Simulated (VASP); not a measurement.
# MoSe2 (P6_3/mmc) in VASP: a series of runs

The runs below take MoSe2 through relaxation of shape and atoms at fixed volume, with PBE.

All numbers are computed with VASP 6.6.1; they aren't measurements. Logs are shortened: lines on timing, memory, paths and dates and some standing lists are left out, and cuts for length are marked.

## (1) The structure

Symmetry: P6_3/mmc, No. 194, hexagonal system. Conventional cell: a = 3.316 Å, b = 3.316 Å, c = 14.714 Å, α = 90.00°, β = 90.00°, γ = 120.00°. Around Mo (site symmetry -6m2) lie 6 Se at 2.54 Å. Around Se (site symmetry 3m) lie 3 Mo at 2.54 Å.

## (2) Relaxation of shape and atoms at fixed volume, PBE (a relaxed cell with its volume scaled by 0.96)

INCAR

```
  PREC = Accurate
  ENCUT = 300
  EDIFF = 1E-7
  ISMEAR = 0
  SIGMA = 0.03
  LREAL = F
  LASPH = T
  NELM = 80
  ALGO = Normal
  ISIF = 4
  LWAVE = F
  LCHARG = F
  GGA = PE
  IBRION = 2
  NSW = 40
  EDIFFG = -0.01
  KPAR = 2
```

KPOINTS

```
regular mesh
0
Gamma
  5 5 1
```

POSCAR

```
MoSe2                                   
1.0
    3.2716189589      0.0000000000      0.0000000000
   -1.6358094795      2.8333051300     -0.0000000000
   -0.0000000000     -0.0000000000     14.5153964059
  Mo              Se            
     2     4
Direct
     0.3333333332999970    0.6666666667000030    0.2500000000000000
     0.6666666667000030    0.3333333332999970    0.7500000000000000
     0.3333333332999970    0.6666666667000030    0.6365775026932494
     0.6666666667000030    0.3333333332999970    0.1365775026932494
     0.3333333332999970    0.6666666667000030    0.8634224973067506
     0.6666666667000030    0.3333333332999970    0.3634224973067507
```

Potentials or basis: VASP PAW PBE potentials, release 64 (Mo, Se).

Launch:

```
> cat potpaw_PBE.64/Mo/POTCAR potpaw_PBE.64/Se/POTCAR > POTCAR
> mpirun -np 2 vasp_std > vasp.out
```

OUTCAR:

```text
PREC = Accurate
   ENCUT = 300
   EDIFF = 1E-7
   ISMEAR = 0
   LREAL = F
   LASPH = T
   NELM = 80
   ISIF = 4
   GGA = PE
   IBRION = 2
   NSW = 40
   EDIFFG = -0.01

 ion  position               nearest neighbor table
   1  0.333  0.667  0.250-   4 2.51   6 2.51   4 2.51   6 2.51   4 2.51   6 2.51
   2  0.667  0.333  0.750-   3 2.51   5 2.51   3 2.51   5 2.51   3 2.51   5 2.51
   3  0.333  0.667  0.637-   2 2.51   2 2.51   2 2.51
   4  0.667  0.333  0.137-   1 2.51   1 2.51   1 2.51
   5  0.333  0.667  0.863-   2 2.51   2 2.51   2 2.51
   6  0.667  0.333  0.363-   1 2.51   1 2.51   1 2.51

  LATTYP: Found a hexagonal cell.
 ALAT       =     3.2716189589
 C/A-ratio  =     4.4367625290

  Lattice vectors:

 A1 = (   3.2716189589,   0.0000000000,   0.0000000000)
 A2 = (  -1.6358094795,   2.8333051300,   0.0000000000)
 A3 = (   0.0000000000,   0.0000000000,  14.5153964059)

Analysis of symmetry for initial positions (statically):
=====================================================================
 Subroutine PRICEL returns:
 Original cell was already a primitive cell.

 Routine SETGRP: Setting up the symmetry group for a
 hexagonal supercell.

 Subroutine GETGRP returns: Found 24 space group operations
 (whereof 12 operations were pure point group operations)
 out of a pool of 24 trial point group operations.

The static configuration has the point symmetry D_3d.
 The point group associated with its full space group is D_6h.

Analysis of symmetry for dynamics (positions and initial velocities):
=====================================================================
 Subroutine PRICEL returns:
 Original cell was already a primitive cell.

 Routine SETGRP: Setting up the symmetry group for a
 hexagonal supercell.

 Subroutine GETGRP returns: Found 24 space group operations
 (whereof 12 operations were pure point group operations)
 out of a pool of 24 trial point group operations.

The dynamic configuration has the point symmetry D_3d.
 The point group associated with its full space group is D_6h.

 Subroutine INISYM returns: Found 24 space group operations
 (whereof 12 operations are pure point group operations),
 and found     1 'primitive' translations

----------------------------------------------------------------------------------------

                                     Primitive cell

  volume of cell :     134.5504

  direct lattice vectors                    reciprocal lattice vectors
     3.271618959  0.000000000  0.000000000     0.305659067  0.176472345  0.000000000
    -1.635809479  2.833305130  0.000000000     0.000000000  0.352944690  0.000000000
     0.000000000  0.000000000 14.515396406     0.000000000  0.000000000  0.068892366

  length of vectors
     3.271618959  3.271618959 14.515396406     0.352944690  0.352944690  0.068892366

  position of ions in fractional coordinates (direct lattice)
     0.333333333  0.666666667  0.250000000
     0.666666667  0.333333333  0.750000000
     0.333333333  0.666666667  0.636577503
     0.666666667  0.333333333  0.136577503
     0.333333333  0.666666667  0.863422497
     0.666666667  0.333333333  0.363422497

  ion indices of the primitive-cell ions
   primitive index   ion index
                 1           1
                 2           2
                 3           3
                 4           4
                 5           5
                 6           6

----------------------------------------------------------------------------------------

 KPOINTS: regular mesh

Automatic generation of k-mesh.
 Grid dimensions read from file:
 generate k-points for:    5    5    1

 Generating k-lattice:

  Cartesian coordinates                     Fractional coordinates (reciprocal lattice)
     0.061131813  0.035294469  0.000000000     0.200000000 -0.000000000  0.000000000
     0.000000000  0.070588938  0.000000000     0.000000000  0.200000000  0.000000000
     0.000000000  0.000000000  0.068892366     0.000000000  0.000000000  1.000000000

  Length of vectors
     0.070588938  0.070588938  0.068892366

  Shift w.r.t. Gamma in fractional coordinates (k-lattice)
     0.000000000  0.000000000  0.000000000

 Subroutine IBZKPT returns following result:
 ===========================================

 Found      5 irreducible k-points:

 Following reciprocal coordinates:
            Coordinates               Weight
  0.000000  0.000000  0.000000      1.000000
  0.200000  0.000000  0.000000      6.000000
  0.400000  0.000000  0.000000      6.000000
  0.200000  0.200000  0.000000      6.000000
  0.400000  0.200000  0.000000      6.000000
   k-points           NKPTS =      5   k-points in BZ     NKDIM =      5   number of bands    NBANDS=     22
   number of dos      NEDOS =    301   number of ions     NIONS =      6
   total plane-waves  NPLWV =  27216
   dimension x,y,z NGX =    18 NGY =   18 NGZ =   84
   dimension x,y,z NGXF=    36 NGYF=   36 NGZF=  168
   ions per type =               2   4
[... 68 lines left out ...]
  --------------------------------------------------------------------------------------
  -------------------------------------------------------------------------------------
  Total        3.9301685      3.9301685      4.5143386     -0.0000000      0.0000000      0.0000000
  in kB       46.7990229     46.7990229     53.7551092     -0.0000000      0.0000000      0.0000000
  external PRESSURE =      49.1177184 kB  Pullay stress =       0.0000000 kB

 VOLUME and BASIS-vectors are now :
 -----------------------------------------------------------------------------
  energy-cutoff  :      300.00
  volume of cell :      134.55
      direct lattice vectors                 reciprocal lattice vectors
     3.271618959  0.000000000  0.000000000     0.305659067  0.176472345  0.000000000
    -1.635809479  2.833305130  0.000000000     0.000000000  0.352944690  0.000000000
     0.000000000  0.000000000 14.515396406     0.000000000  0.000000000  0.068892366
[... 241 lines left out ...]
 POSITION                                       TOTAL-FORCE (eV/Angst)
 -----------------------------------------------------------------------------------
     -0.00000      1.91313      3.53738        -0.000000      0.000000      0.000000
      1.65682      0.95657     10.61215         0.000000     -0.000000      0.000000
     -0.00000      1.91313      8.94131        -0.000000      0.000000      0.023115
      1.65682      0.95657      1.86654         0.000000     -0.000000      0.023115
     -0.00000      1.91313     12.28300        -0.000000      0.000000     -0.023115
      1.65682      0.95657      5.20823         0.000000     -0.000000     -0.023115
 -----------------------------------------------------------------------------------
    total drift:                                0.000000     -0.000000      0.000000

  FREE ENERGIE OF THE ION-ELECTRON SYSTEM (eV)
  ---------------------------------------------------
  free  energy   TOTEN  =       -39.9265189426 eV

  energy  without entropy=      -39.9265189426  energy(sigma->0) =      -39.92651894

--------------------------------------- Ionic step        8  -------------------------------------------

 number of electron      36.0000020 magnetization

 Free energy of the ion-electron system (eV)
  ---------------------------------------------------
  ext. energy  EPLUGINS =         0.00000000
  ---------------------------------------------------
  free energy    TOTEN  =       -39.92658934 eV

  energy without entropy =      -39.92658934  energy(sigma->0) =      -39.92658934

 E-fermi :   3.7966     XC(G=0):  -9.9125

 val. band max:        3.6669774781   @ k =   0.0000   0.0000   0.0000
 cond. band min:       4.9354263563   @ k =   0.2000   0.2000   0.0000
 fundamental gap:      1.2684488782
 Fermi energy:         3.7965854864

 k-point     1 :       0.0000    0.0000    0.0000
  band No.  band energies     occupation
      1     -10.6524      2.00000
      2     -10.5651      2.00000
      3      -9.7382      2.00000
      4      -9.6044      2.00000
      5      -2.0701      2.00000
      6      -1.5527      2.00000
[... 14 lines left out ...]
     21       6.4445      0.00000
     22       6.4445      0.00000

 k-point     2 :       0.2000    0.0000    0.0000
  band No.  band energies     occupation
      1     -10.1594      2.00000
      2     -10.0778      2.00000
      3      -9.4332      2.00000
      4      -9.3192      2.00000
      5      -1.4974      2.00000
      6      -1.0081      2.00000
[... 14 lines left out ...]
     21       5.7924      0.00000
     22       5.9769      0.00000

 k-point     3 :       0.4000    0.0000    0.0000
  band No.  band energies     occupation
      1      -9.1455      2.00000
      2      -9.0951      2.00000
      3      -8.8239      2.00000
      4      -8.7675      2.00000
      5      -1.7964      2.00000
      6      -1.6842      2.00000
[... 14 lines left out ...]
     21       5.5085      0.00000
     22       5.8225      0.00000

 k-point     4 :       0.2000    0.2000    0.0000
  band No.  band energies     occupation
      1      -9.3815      2.00000
      2      -9.3187      2.00000
      3      -8.9565      2.00000
      4      -8.8807      2.00000
      5      -1.2097      2.00000
      6      -1.0466      2.00000
[... 14 lines left out ...]
     21       5.6958      0.00000
     22       5.8047      0.00000

 k-point     5 :       0.4000    0.2000    0.0000
  band No.  band energies     occupation
      1      -8.7741      2.00000
      2      -8.7520      2.00000
      3      -8.5855      2.00000
      4      -8.5628      2.00000
      5      -1.5737      2.00000
      6      -1.4899      2.00000
[... 14 lines left out ...]
     21       6.2006      0.00000
     22       6.2028      0.00000
[... 20 lines left out ...]
 POSITION                                       TOTAL-FORCE (eV/Angst)
 -----------------------------------------------------------------------------------
     -0.00000      1.91318      3.53720        -0.000000      0.000000      0.000000
      1.65687      0.95659     10.61161         0.000000     -0.000000      0.000000
     -0.00000      1.91318      8.94230         0.000000     -0.000000     -0.001688
      1.65687      0.95659      1.86789        -0.000000      0.000000     -0.001688
     -0.00000      1.91318     12.28091        -0.000000     -0.000000      0.001688
      1.65687      0.95659      5.20651         0.000000     -0.000000      0.001688
 -----------------------------------------------------------------------------------
    total drift:                                0.000000     -0.000000      0.000000

  FREE ENERGIE OF THE ION-ELECTRON SYSTEM (eV)
  ---------------------------------------------------
  free  energy   TOTEN  =       -39.9265893376 eV

  energy  without entropy=      -39.9265893376  energy(sigma->0) =      -39.92658934

 reached required accuracy - stopping structural energy minimisation
```

It took 53 s on 2 MPI ranks of Intel Xeon Platinum 8488C (Sapphire Rapids), shared host; peak memory 0.15 GiB.

What came out:

| Quantity | Value |
| --- | --- |
| Free energy | -39.9266 eV |
| Energy gained by relaxing | 13.0 meV/atom |
| Ionic steps | 8 |
| Pressure after relaxing | 0.3 GPa |
| Band gap on the k mesh | 1.27 eV, indirect (least direct gap 1.85 eV) |

The path:
```csv
step,energy change (eV),largest force (eV/Å),pressure (GPa)
1,0.0000,0.6754,4.91
2,-0.0437,0.0472,2.27
3,-0.0437,0.0534,2.30
4,-0.0654,0.0431,1.54
5,-0.0782,0.0296,0.42
6,-0.0782,0.0291,0.38
7,-0.0782,0.0231,0.16
8,-0.0783,0.0017,0.26
```

Final structure:
```
Mo Se
1.0
     3.31373    0.00000    0.00000
    -1.65687    2.86978    0.00000
     0.00000    0.00000   14.14881
Mo Se
2 4
Direct
  0.33333 0.66667 0.25000
  0.66667 0.33333 0.75000
  0.33333 0.66667 0.63202
  0.66667 0.33333 0.13202
  0.33333 0.66667 0.86798
  0.66667 0.33333 0.36798
```

Caveat: the k mesh is coarse (spacing up to 0.44 Å⁻¹), so the values aren't converged; an odd mesh through Γ misses points on the zone boundary, where band edges often lie; this functional lacks dispersion, which binds the layers, so the pressure and a relaxed spacing across them are unreliable.

## (3) Relaxation of shape and atoms at fixed volume, PBE (a relaxed cell with its volume scaled by 0.98)

INCAR is that of step 2.

KPOINTS is that of step 2.

Changes to POSCAR since step 2:

```diff
@@ -2,5 +2,5 @@
 1.0
-    3.2716189589      0.0000000000      0.0000000000
-   -1.6358094795      2.8333051300     -0.0000000000
-   -0.0000000000     -0.0000000000     14.5153964059
+    3.2941825613      0.0000000000      0.0000000000
+   -1.6470912807      2.8528457828     -0.0000000000
+   -0.0000000000     -0.0000000000     14.6155057515
   Mo              Se
```

Potentials or basis: VASP PAW PBE potentials, release 64 (Mo, Se).

Launch:

```
> cat potpaw_PBE.64/Mo/POTCAR potpaw_PBE.64/Se/POTCAR > POTCAR
> mpirun -np 2 vasp_std > vasp.out
```

Wall time 46 s (2 MPI ranks of Intel Xeon Platinum 8488C (Sapphire Rapids), shared host); peak memory 0.16 GiB.

It converged, with:

- Free energy: -39.9331 eV
- Energy gained by relaxing: 3.2 meV/atom
- Ionic steps: 6
- Pressure after relaxing: 0.1 GPa
- Largest force after relaxing: 0.007 eV/Å
- Band gap on the k mesh: 1.34 eV, indirect (least direct gap 1.85 eV)

Forces in eV/Å, atoms in the order of the input:
```
Mo   0.000  0.000  0.000
Mo   0.000  0.000  0.000
Se   0.000  0.000 -0.007
Se   0.000  0.000 -0.007
Se   0.000  0.000  0.007
Se   0.000  0.000  0.007
```

Step by step:
| step | energy change (eV) | largest force (eV/Å) | pressure (GPa) |
| --- | --- | --- | --- |
| 1 | 0.0000 | 0.3246 | 2.32 |
| 2 | -0.0104 | 0.0322 | 1.12 |
| 3 | -0.0104 | 0.0266 | 1.10 |
| 4 | -0.0157 | 0.0188 | 0.73 |
| 5 | -0.0189 | 0.0056 | 0.07 |
| 6 | -0.0190 | 0.0072 | 0.14 |

Final structure:
```
Mo Se
1.0
     3.31509    0.00000    0.00000
    -1.65755    2.87095    0.00000
     0.00000    0.00000   14.43172
Mo Se
2 4
Direct
  0.33333 0.66667 0.25000
  0.66667 0.33333 0.75000
  0.33333 0.66667 0.63436
  0.66667 0.33333 0.13436
  0.33333 0.66667 0.86564
  0.66667 0.33333 0.36564
```

Levels at points of the mesh, in eV from the valence-band top:
```csv
k point,band 14,band 15,band 16,band 17,band 18,band 19,band 20,band 21,band 22
"(0.00, 0.00, 0.00)",-1.21,-1.20,-1.20,-0.60,0.00,2.80,2.80,2.82,2.82
```

Caveat: the k mesh is coarse (spacing up to 0.44 Å⁻¹), so the values aren't converged; an odd mesh through Γ misses points on the zone boundary, where band edges often lie; this functional lacks dispersion, which binds the layers, so the pressure and a relaxed spacing across them are unreliable.

## (4) Relaxation of shape and atoms at fixed volume, PBE

INCAR is that of step 3.

KPOINTS is that of step 3.

Changes to POSCAR since step 3:

```diff
@@ -2,5 +2,5 @@
 1.0
-    3.2941825613      0.0000000000      0.0000000000
-   -1.6470912807      2.8528457828     -0.0000000000
-   -0.0000000000     -0.0000000000     14.6155057515
+    3.3164412268      0.0000000000      0.0000000000
+   -1.6582206135      2.8721223526     -0.0000000000
+   -0.0000000000     -0.0000000000     14.7142621645
   Mo              Se
```

Launch:

```
> cat potpaw_PBE.64/Mo/POTCAR potpaw_PBE.64/Se/POTCAR > POTCAR
> mpirun -np 2 vasp_std > vasp.out
```

It took 14 s on 2 MPI ranks of Intel Xeon Platinum 8488C (Sapphire Rapids), shared host; peak memory 0.16 GiB.

It converged, with:

```yaml
Free_energy: -39.9371 eV
Pressure_after_relaxing: 0.0 GPa
Band_gap_on_the_k_mesh: 1.41 eV, indirect (least direct gap 1.86 eV)
```

Forces in eV/Å, atoms in the order of the input:
```
Mo   0.000  0.000  0.000
Mo   0.000  0.000  0.000
Se   0.000  0.000 -0.002
Se   0.000  0.000 -0.002
Se   0.000  0.000  0.002
Se   0.000  0.000  0.002
```

Final structure:
```
Mo Se
1.0
     3.31644    0.00000    0.00000
    -1.65822    2.87212    0.00000
     0.00000    0.00000   14.71426
Mo Se
2 4
Direct
  0.33333 0.66667 0.25000
  0.66667 0.33333 0.75000
  0.33333 0.66667 0.63658
  0.66667 0.33333 0.13658
  0.33333 0.66667 0.86342
  0.66667 0.33333 0.36342
```

Levels at points of the mesh, in eV from the valence-band top:
```tsv
k point	band 16	band 17	band 18	band 19	band 20	band 21
(0.00, 0.00, 0.00)	-1.16	-0.54	0.00	2.84	2.84	2.85
```

Caveat: the k mesh is coarse (spacing up to 0.44 Å⁻¹), so the values aren't converged; the relaxation stopped at its first step, so nothing moved; an odd mesh through Γ misses points on the zone boundary, where band edges often lie; this functional lacks dispersion, which binds the layers, so the pressure and a relaxed spacing across them are unreliable.

## (5) Relaxation of shape and atoms at fixed volume, PBE (a relaxed cell with its volume scaled by 1.02)

INCAR is that of step 4.

KPOINTS is that of step 4.

Changes to POSCAR since step 4:

```diff
@@ -2,5 +2,5 @@
 1.0
-    3.3164412268      0.0000000000      0.0000000000
-   -1.6582206135      2.8721223526     -0.0000000000
-   -0.0000000000     -0.0000000000     14.7142621645
+    3.3384050538      0.0000000000      0.0000000000
+   -1.6692025270      2.8911435848     -0.0000000000
+   -0.0000000000     -0.0000000000     14.8117104492
   Mo              Se
```

Launch:

```
> cat potpaw_PBE.64/Mo/POTCAR potpaw_PBE.64/Se/POTCAR > POTCAR
> mpirun -np 2 vasp_std > vasp.out
```

Wall time 44 s (2 MPI ranks of Intel Xeon Platinum 8488C (Sapphire Rapids), shared host); peak memory 0.16 GiB.

It converged, with:

```
Free energy                  : -39.9393 eV
Energy gained by relaxing    : 2.9 meV/atom
Ionic steps                  : 6
Pressure after relaxing      : 0.0 GPa
Largest force after relaxing : 0.007 eV/Å
Band gap on the k mesh       : 1.47 eV, indirect (least direct gap 1.87 eV)
```

Forces in eV/Å, atoms in the order of the input:
```
Mo   0.000  0.000  0.000
Mo   0.000  0.000  0.000
Se   0.000  0.000 -0.007
Se   0.000  0.000 -0.007
Se   0.000  0.000  0.007
Se   0.000  0.000  0.007
```

The path:
```csv
step,energy change (eV),largest force (eV/Å),pressure (GPa)
1,0.0000,0.2946,-2.05
2,-0.0093,0.0460,-1.08
3,-0.0094,0.0264,-1.01
4,-0.0143,0.0147,-0.66
5,-0.0176,0.0052,-0.10
6,-0.0176,0.0073,-0.04
```

Final structure:
```xyz
6
Lattice="3.3176 0.0000 0.0000 -1.6588 2.8731 0.0000 0.0000 0.0000 14.9984" Properties=species:S:1:pos:R:3 pbc="T T T"
Mo    0.0000    1.9154    3.7496
Mo    1.6588    0.9577   11.2488
Se    0.0000    1.9154    9.5804
Se    1.6588    0.9577    2.0812
Se    0.0000    1.9154   12.9171
Se    1.6588    0.9577    5.4179
```

Levels at points of the mesh, in eV from the valence-band top:
| k point | band 16 | band 17 | band 18 | band 19 | band 20 | band 21 |
| --- | --- | --- | --- | --- | --- | --- |
| (0.00, 0.00, 0.00) | -1.13 | -0.47 | 0.00 | 2.87 | 2.87 | 2.88 |

Caveat: the k mesh is coarse (spacing up to 0.43 Å⁻¹), so the values aren't converged; an odd mesh through Γ misses points on the zone boundary, where band edges often lie; this functional lacks dispersion, which binds the layers, so the pressure and a relaxed spacing across them are unreliable.

## (6) Summary

| cell | gap on the mesh (eV) | pressure (GPa) | largest force (eV/Å) |
| --- | --- | --- | --- |
| atoms relaxed at fixed volume from: a relaxed cell with its volume scaled by 0.96 | 1.27 | 0.3 | - |
| atoms relaxed at fixed volume from: a relaxed cell with its volume scaled by 0.98 | 1.34 | 0.1 | 0.01 |
| atoms relaxed at fixed volume | 1.41 | 0.0 | - |
| atoms relaxed at fixed volume from: a relaxed cell with its volume scaled by 1.02 | 1.47 | 0.0 | 0.01 |

Alike in all rows: task relaxation of shape and atoms at fixed volume; level PBE; potentials or basis VASP PAW PBE potentials, release 64 (Mo, Se); no spin polarisation; k mesh 5 × 5 × 1; cutoff (eV) 300; smearing gaussian 0.03 eV; the mesh is coarse, so values aren't converged.

Caveats: all runs use coarse meshes; an odd mesh through Γ misses points on the zone boundary, where band edges often lie; this functional lacks dispersion, which binds the layers, so the pressure and a relaxed spacing across them are unreliable; the relaxation stopped at its first step, so nothing moved (some runs).

Total energies depend on the potentials used, so only differences within one code and one set of settings carry meaning.
